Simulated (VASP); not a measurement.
# ScHO2 (R-3m) in VASP: notebook

One crystal, ScHO2, is run at these levels: PBEsol; tasks: single point.

Program: VASP 6.6.1. These are calculated values, not measurements. Logs are shortened: lines on timing, memory, paths and dates and some standing lists are left out, and cuts for length are marked.

## (1) The undisturbed crystal

Symmetry: R-3m, No. 166, trigonal system. The conventional cell has a = 3.233 Å, b = 3.233 Å, c = 13.593 Å, α = 90.00°, β = 90.00°, γ = 120.00°. Around Sc (site symmetry -3m) lie 6 O at 2.14 Å. Around H (site symmetry -3m) lie 2 O at 1.22 Å. Around O (site symmetry 3m) lie 1 H at 1.22 Å.

The cell comes from a database or a generator and needn't be the stable form of this composition.

## (2) Single point, PBEsol (strained and moved within the space group)

File INCAR:

```
PREC = Accurate
ENCUT = 520
EDIFF = 1E-7
ISMEAR = 0
SIGMA = 0.02
LREAL = F
LASPH = T
NELM = 100
ALGO = Normal
ISIF = 2
LWAVE = F
LCHARG = F
GGA = PS
NBANDS = 20
```

File KPOINTS:

```
regular mesh
0
Gamma
  9 9 9
```

File POSCAR:

```
ScHO2
1.0
    1.5055293762      0.8692177906      4.6274328397
   -1.5055293762      0.8692177906      4.6274328397
    0.0000000000     -1.7384355813      4.6274328397
Sc H O
1 1 2
Direct
    0.0000000000      0.0000000000      0.0000000000
    0.5000000000      0.5000000000      0.5000000000
    0.5928222475      0.5928222475      0.5928222475
    0.4071777525      0.4071777525      0.4071777525
```

Potentials or basis: VASP PAW PBE potentials, release 64 (Sc_sv, H, O).

Launch:

```bash
cat potpaw_PBE.64/Sc_sv/POTCAR potpaw_PBE.64/H/POTCAR potpaw_PBE.64/O/POTCAR > POTCAR
mpirun -np 1 vasp_std > vasp.out
```

OUTCAR:

```text
PREC = Accurate
   ENCUT = 520
   EDIFF = 1E-7
   ISMEAR = 0
   LREAL = F
   LASPH = T
   NELM = 100
   ISIF = 2
   GGA = PS

 ion  position               nearest neighbor table
   1  0.000  0.000  0.000-   3 2.02   3 2.02   4 2.02   4 2.02   3 2.02   4 2.02
   2  0.500  0.500  0.500-   3 1.29   4 1.29
   3  0.593  0.593  0.593-   2 1.29   1 2.02   1 2.02   1 2.02
   4  0.407  0.407  0.407-   2 1.29   1 2.02   1 2.02   1 2.02

  LATTYP: Found a trigonal (rhomboedric) cell.
 ALAT       =     4.9432067483
 COS(alpha) =     0.8144799240

  Lattice vectors:

 A1 = (   1.5055293762,   0.8692177906,   4.6274328397)
 A2 = (  -1.5055293762,   0.8692177906,   4.6274328397)
 A3 = (   0.0000000000,  -1.7384355813,   4.6274328397)

Analysis of symmetry for initial positions (statically):
=====================================================================
 Subroutine PRICEL returns:
 Original cell was already a primitive cell.

 Routine SETGRP: Setting up the symmetry group for a
 trigonal (rhombohedral) supercell.

 Subroutine GETGRP returns: Found 12 space group operations
 (whereof 12 operations were pure point group operations)
 out of a pool of 12 trial point group operations.

The static configuration has the point symmetry D_3d.

Analysis of symmetry for dynamics (positions and initial velocities):
=====================================================================
 Subroutine PRICEL returns:
 Original cell was already a primitive cell.

 Routine SETGRP: Setting up the symmetry group for a
 trigonal (rhombohedral) supercell.

 Subroutine GETGRP returns: Found 12 space group operations
 (whereof 12 operations were pure point group operations)
 out of a pool of 12 trial point group operations.

The dynamic configuration has the point symmetry D_3d.

 Subroutine INISYM returns: Found 12 space group operations
 (whereof 12 operations are pure point group operations),
 and found     1 'primitive' translations

----------------------------------------------------------------------------------------

                                     Primitive cell

  volume of cell :      36.3337

  direct lattice vectors                    reciprocal lattice vectors
     1.505529376  0.869217791  4.627432840     0.332109096  0.191743276  0.072034181
    -1.505529376  0.869217791  4.627432840    -0.332109096  0.191743276  0.072034181
     0.000000000 -1.738435581  4.627432840     0.000000000 -0.383486552  0.072034181

  length of vectors
     4.943206748  4.943206748  4.943206748     0.390193361  0.390193361  0.390193361

  position of ions in fractional coordinates (direct lattice)
     0.000000000  0.000000000  0.000000000
     0.500000000  0.500000000  0.500000000
     0.592822248  0.592822248  0.592822248
     0.407177752  0.407177752  0.407177752

  ion indices of the primitive-cell ions
   primitive index   ion index
                 1           1
                 2           2
                 3           3
                 4           4

----------------------------------------------------------------------------------------

 KPOINTS: regular mesh

Automatic generation of k-mesh.
 Grid dimensions read from file:
 generate k-points for:    9    9    9

 Generating k-lattice:

  Cartesian coordinates                     Fractional coordinates (reciprocal lattice)
     0.036901011  0.021304808  0.008003798     0.111111111  0.000000000  0.000000000
    -0.036901011  0.021304808  0.008003798     0.000000000  0.111111111  0.000000000
     0.000000000 -0.042609617  0.008003798    -0.000000000 -0.000000000  0.111111111

  Length of vectors
     0.043354818  0.043354818  0.043354818

  Shift w.r.t. Gamma in fractional coordinates (k-lattice)
     0.000000000  0.000000000  0.000000000

 Subroutine IBZKPT returns following result:
 ===========================================

 Found     85 irreducible k-points:

 Following reciprocal coordinates:
            Coordinates               Weight
  0.000000  0.000000  0.000000      1.000000
  0.111111  0.000000 -0.000000      6.000000
  0.222222  0.000000  0.000000      6.000000
  0.333333 -0.000000  0.000000      6.000000
  0.444444  0.000000  0.000000      6.000000
  0.111111  0.111111 -0.000000      6.000000
[... 16 lines left out ...]
 -0.333333  0.333333  0.000000      6.000000
  0.444444  0.444444  0.000000      6.000000
 [... further k-points ...]
   k-points           NKPTS =     85   k-points in BZ     NKDIM =     85   number of bands    NBANDS=     20
   number of dos      NEDOS =    301   number of ions     NIONS =      4
   total plane-waves  NPLWV =  64000
   dimension x,y,z NGX =    40 NGY =   40 NGZ =   40
   dimension x,y,z NGXF=    80 NGYF=   80 NGZF=   80
   ions per type =               1   1   2
   NGX,Y,Z   is equivalent  to a cutoff of  13.45, 13.45, 13.45 a.u.
   NGXF,Y,Z  is equivalent  to a cutoff of  26.90, 26.90, 26.90 a.u.
 SYSTEM =  unknown system
   PREC   = accura    normal or accurate (medium, high low for compatibility)
   ISTART =      0    job   : 0-new  1-cont  2-samecut
   ICHARG =      2    charge: 1-file 2-atom 10-const
   ISPIN  =      1    spin polarized calculation?
   LNONCOLLINEAR =      F non collinear calculations
   LSORBIT =      F    spin-orbit coupling
   LASPH  =      T    aspherical Exc in radial PAW
   ENCUT  =  520.0 eV  38.22 Ry    6.18 a.u.   9.19  9.19  9.19*2*pi/ulx,y,z
   NELM   =    100;   NELMIN=  2; NELMDL= -5     # of ELM steps
   EDIFF  = 0.1E-06   stopping-criterion for ELM
   LREAL  =      F    real-space projection
   EDIFFG = 0.1E-05   stopping-criterion for IOM
   NSW    =      0    number of steps for IOM
   IBRION =     -1    ionic relax: 0-MD 1-quasi-New 2-CG
   NFREE  =      0    steps in history (QN), initial steepest desc. (CG)
   ISIF   =      2    stress and relaxation
   ISYM   =      2    0-nonsym 1-usesym 2-fastsym
   POTIM  = 0.5000    time-step for ionic-motion
   TEBEG  =    0.0;   TEEND  =   0.0 temperature during run
   PSTRESS=    0.0 pullay stress
   NELECT =      24.0000    total number of electrons
   NUPDOWN=      -1.0000    fix difference up-down
   EMIN   =  10.00;   EMAX   =-10.00  energy-range for DOS
   EFERMI =   0.00;   METHOD = LEGACY
   ISMEAR =     0;   SIGMA  =   0.02  broadening in eV -4-tet -1-fermi 0-gaus
   EFERMI_NEDOS =   21; number of points for ismear=-14 and -15
   IALGO  =     38    algorithm
   IMIX   =      4    mixing-type and parameters
     AMIX     =   0.40;   BMIX     =  1.00
     AMIX_MAG =   1.60;   BMIX_MAG =  1.00
  volume/ion in A,a.u.               =       9.08        61.30
  Fermi-wavevector in a.u.,A,eV,Ry     =   1.425746  2.694269 27.657267  2.032752
  Thomas-Fermi vector in A             =   2.546097
   LORBIT       =      0    0 simple, 1 ext, 2 COOP (PROOUT), +10 PAW based schemes
   GGA     = PS    functional components
   LHFCALC =     F    Hartree Fock is set to
   AEXX    =    0.0000 exact exchange contribution
   IVDW    =     0    specifies the selected vdW correction
   LEPSILON=     F    determine dielectric tensor
   LRPA    =     F    only Hartree local field effects (RPA)
 non-spin polarized calculation
 Gauss-broadening in eV      SIGMA  =   0.02
  energy-cutoff  :      520.00
  volume of cell :       36.33
 maximum number of plane-waves:      1001
 NGX is ok and might be reduce to    40
   NGX = 19   NGY = 19   NGZ = 19

 number of electron      23.9999999 magnetization

 Free energy of the ion-electron system (eV)
  ---------------------------------------------------
  ext. energy  EPLUGINS =         0.00000000
  ---------------------------------------------------
  free energy    TOTEN  =       -30.31340119 eV

  energy without entropy =      -30.31340119  energy(sigma->0) =      -30.31340119

 E-fermi :   2.0554     XC(G=0): -10.9932

 val. band max:        1.9022325149   @ k =   0.4444   0.4444   0.4444
 cond. band min:       6.2498425515   @ k =   0.4444   0.4444   0.0000
 fundamental gap:      4.3476100367
 Fermi energy:         2.0554096941

 k-point     1 :       0.0000    0.0000    0.0000
  band No.  band energies     occupation
      1     -44.2966      2.00000
      2     -23.3884      2.00000
      3     -22.7401      2.00000
      4     -22.7401      2.00000
      5     -15.6980      2.00000
      6     -13.3047      2.00000
[... 12 lines left out ...]
     19      13.5926      0.00000
     20      15.9769      0.00000

 k-point     2 :       0.1111    0.0000   -0.0000
  band No.  band energies     occupation
      1     -44.2793      2.00000
      2     -23.3473      2.00000
      3     -22.9047      2.00000
      4     -22.7647      2.00000
      5     -15.5026      2.00000
      6     -13.4209      2.00000
[... 12 lines left out ...]
     19      14.3667      0.00000
     20      16.0489      0.00000

 k-point     3 :       0.2222    0.0000    0.0000
  band No.  band energies     occupation
      1     -44.2352      2.00000
      2     -23.3200      2.00000
      3     -23.2107      2.00000
      4     -22.8263      2.00000
      5     -15.0346      2.00000
      6     -13.7114      2.00000
[... 12 lines left out ...]
     19      15.7036      0.00000
     20      16.2976      0.00000

 k-point     4 :       0.3333   -0.0000    0.0000
  band No.  band energies     occupation
      1     -44.1845      2.00000
      2     -23.7014      2.00000
      3     -23.0982      2.00000
      4     -22.8953      2.00000
      5     -14.5490      2.00000
      6     -14.0212      2.00000
[... 12 lines left out ...]
     19      15.0526      0.00000
     20      16.2081      0.00000

 k-point     5 :       0.4444    0.0000    0.0000
  band No.  band energies     occupation
      1     -44.1510      2.00000
      2     -23.9426      2.00000
      3     -23.0101      2.00000
      4     -22.9398      2.00000
      5     -14.3796      2.00000
      6     -14.0834      2.00000
[... 12 lines left out ...]
     19      13.6814      0.00000
     20      15.9369      0.00000

 k-point     6 :       0.1111    0.1111   -0.0000
  band No.  band energies     occupation
      1     -44.2793      2.00000
      2     -23.3482      2.00000
      3     -22.9046      2.00000
      4     -22.7648      2.00000
      5     -15.4900      2.00000
      6     -13.4396      2.00000
[... 12 lines left out ...]
     19      14.2759      0.00000
     20      15.9707      0.00000

 k-point     7 :       0.2222    0.1111    0.0000
  band No.  band energies     occupation
      1     -44.2485      2.00000
      2     -23.2764      2.00000
      3     -23.1639      2.00000
      4     -22.8209      2.00000
      5     -15.1578      2.00000
      6     -13.6419      2.00000
[... 12 lines left out ...]
     19      15.1759      0.00000
     20      16.0837      0.00000
[... 277 lines left out ...]
 k-point    20 :       0.3333    0.3333    0.0000
  band No.  band energies     occupation
      1     -44.1844      2.00000
      2     -23.6921      2.00000
      3     -23.1024      2.00000
      4     -22.8957      2.00000
      5     -14.9967      2.00000
      6     -13.4982      2.00000
[... 12 lines left out ...]
     19      14.4072      0.00000
     20      15.9167      0.00000

 k-point    21 :       0.4444    0.3333    0.0000
  band No.  band energies     occupation
      1     -44.1589      2.00000
      2     -23.8041      2.00000
      3     -23.0637      2.00000
      4     -22.9907      2.00000
      5     -14.9627      2.00000
      6     -13.4080      2.00000
[... 12 lines left out ...]
     19      13.9717      0.00000
     20      16.0994      0.00000

 k-point    22 :      -0.4444    0.3333    0.0000
  band No.  band energies     occupation
      1     -44.1364      2.00000
      2     -23.7623      2.00000
      3     -23.2845      2.00000
      4     -22.9795      2.00000
      5     -14.7751      2.00000
      6     -13.4925      2.00000
[... 12 lines left out ...]
     19      13.9187      0.00000
     20      15.6876      0.00000

 k-point    23 :      -0.3333    0.3333    0.0000
  band No.  band energies     occupation
      1     -44.1275      2.00000
      2     -23.5719      2.00000
      3     -23.5643      2.00000
      4     -22.9614      2.00000
      5     -14.5368      2.00000
      6     -13.7077      2.00000
[... 12 lines left out ...]
     19      13.9966      0.00000
     20      14.6191      0.00000

 k-point    24 :       0.4444    0.4444    0.0000
  band No.  band energies     occupation
      1     -44.1510      2.00000
      2     -23.9305      2.00000
      3     -23.0118      2.00000
      4     -22.9403      2.00000
      5     -15.1327      2.00000
      6     -13.1915      2.00000
[... 12 lines left out ...]
     19      13.8564      0.00000
     20      15.5034      0.00000

 [... further k-points ...]

------------------------ aborting loop because EDIFF is reached ----------------------------------------

  FORCE on cell =-STRESS in cart. coord.  units (eV):
  Direction    XX          YY          ZZ          XY          YZ          ZX
  --------------------------------------------------------------------------------------
  -------------------------------------------------------------------------------------
  Total        7.3310567      7.3310567     -0.6993503     -0.0000000      0.0000000      0.0000000
  in kB      323.2718924    323.2718924    -30.8387050     -0.0000000      0.0000000      0.0000000
  external PRESSURE =     205.2350266 kB  Pullay stress =       0.0000000 kB

 VOLUME and BASIS-vectors are now :
 -----------------------------------------------------------------------------
  energy-cutoff  :      520.00
  volume of cell :       36.33
      direct lattice vectors                 reciprocal lattice vectors
     1.505529376  0.869217791  4.627432840     0.332109096  0.191743276  0.072034181
    -1.505529376  0.869217791  4.627432840    -0.332109096  0.191743276  0.072034181
     0.000000000 -1.738435581  4.627432840     0.000000000 -0.383486552  0.072034181

 POSITION                                       TOTAL-FORCE (eV/Angst)
 -----------------------------------------------------------------------------------
      0.00000      0.00000      0.00000         0.000000     -0.000000      0.000000
      0.00000     -0.00000      6.94115         0.000000     -0.000000      0.000000
      0.00000     -0.00000      8.22974         0.000000      0.000000     -2.863054
      0.00000     -0.00000      5.65256         0.000000     -0.000000      2.863054
 -----------------------------------------------------------------------------------
    total drift:                                0.000000      0.000000      0.000000

  FREE ENERGIE OF THE ION-ELECTRON SYSTEM (eV)
  ---------------------------------------------------
  free  energy   TOTEN  =       -30.3134011870 eV

  energy  without entropy=      -30.3134011870  energy(sigma->0) =      -30.31340119
```

Wall time 1.9 min (1 thread of AMD EPYC 9R45 (Zen 5), shared host); peak memory 0.24 GiB.

What came out:

| Quantity | Value |
| --- | --- |
| Free energy | -30.3134 eV |
| Pressure | 20.5 GPa |
| Largest force | 2.863 eV/Å |
| Band gap on the k mesh | 4.35 eV, indirect (least direct gap 5.06 eV) |

Forces on the atoms (eV/Å):
```
Sc   0.000  0.000  0.000
H    0.000  0.000  0.000
O    0.000  0.000 -2.863
O    0.000  0.000  2.863
```

Stress tensor (GPa, compression positive):
```
32.33  0.00  0.00
 0.00 32.33  0.00
 0.00  0.00 -3.08
```

Caveat: so large a pressure means that the cell lies far from this level's equilibrium, or that cutoff or potentials fall short; the potentials were made for another functional, which shifts forces and pressure; an odd mesh through Γ misses points on the zone boundary, where band edges often lie.

## (3) Single point, PBEsol (strained and moved within the space group)

File INCAR:

```
SYSTEM = ScHO2
  PREC = Accurate
  ENCUT = 520
  EDIFF = 1E-7
  ISMEAR = 0
  SIGMA = 0.02
  LREAL = .FALSE.
  LASPH = .TRUE.
  NELM = 100
  ALGO = Normal
  ISIF = 2
  LWAVE = .FALSE.
  LCHARG = .TRUE.
  GGA = PS
  LELF = .TRUE.
  LVHAR = .TRUE.
  NBANDS = 20
```

File KPOINTS:

```
regular mesh
0
G
  9 9 9
  0 0 0
```

File POSCAR:

```
ScHO2
1.0
    1.5692229845      0.9059913125      4.6700235268
   -1.5692229845      0.9059913125      4.6700235268
    0.0000000000     -1.8119826251      4.6700235268
Sc H O
1 1 2
Direct
    0.0000000000      0.0000000000      0.0000000000
    0.5000000000      0.5000000000      0.5000000000
    0.6053072374      0.6053072374      0.6053072374
    0.3946927626      0.3946927626      0.3946927626
```

Potentials or basis: VASP PAW PBE potentials, release 64 (Sc_sv, H, O).

Launch:

```bash
cat potpaw_PBE.64/Sc_sv/POTCAR potpaw_PBE.64/H/POTCAR potpaw_PBE.64/O/POTCAR > POTCAR
mpirun -np 1 vasp_std > vasp.out
```

It took 2.1 min on 1 thread of AMD EPYC 9R45 (Zen 5), shared host; peak memory 0.24 GiB.

The run converged. Its results:

| Item | Value |
| --- | --- |
| Free energy | -29.3449 eV |
| Pressure | 15.4 GPa |
| Largest force | 5.643 eV/Å |
| Band gap on the k mesh | 4.56 eV, indirect (least direct gap 4.70 eV) |

Forces in eV/Å, atoms in the order of the input:
```
Sc   0.000  0.000  0.000
H    0.000  0.000  0.000
O    0.000  0.000 -5.643
O    0.000  0.000  5.643
```

Stress tensor (GPa, compression positive):
```
28.02  0.00  0.00
 0.00 28.02  0.00
 0.00  0.00 -9.75
```

Levels at points of the mesh, in eV from the valence-band top:
| k point | band 9 | band 10 | band 11 | band 12 | band 13 | band 14 | band 15 | band 16 |
| --- | --- | --- | --- | --- | --- | --- | --- | --- |
| (0.00, 0.00, 0.00) | -3.26 | -0.68 | -0.14 | -0.14 | 4.56 | 5.58 | 5.58 | 6.13 |

Caveat: so large a pressure means that the cell lies far from this level's equilibrium, or that cutoff or potentials fall short; the potentials were made for another functional, which shifts forces and pressure; an odd mesh through Γ misses points on the zone boundary, where band edges often lie.
